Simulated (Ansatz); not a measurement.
SnTe:

```
Te Sn
1.0
     0.00000    3.15085    3.15085
     3.15085    0.00000    3.15085
     3.15085    3.15085    0.00000
Te Sn
1 1
Direct
  0.50000 0.50000 0.50000
  0.00000 0.00000 0.00000
```

Base run:

* Program: Ansatz 0.2.0
* Functional: LDA
* Potentials or basis: all-electron LAPW, scalar-relativistic
* Cutoff: 186 eV
* Density cutoff: 742 eV
* Basis error allowed: 0.001 eV/atom
* k mesh: 7 × 7 × 7
* Occupations: fermi-dirac, width 0.05 eV
* Spin: no spin polarisation

Its results: pressure -1.6 GPa.

The run is repeated on the same cell with these changes: functional from LDA to BLYP. What comes out?

Pressure 6.1 GPa.

BLYP binds less tightly than LDA, so the same cell stands under more pressure.

Not every run made on this cell is shown here.
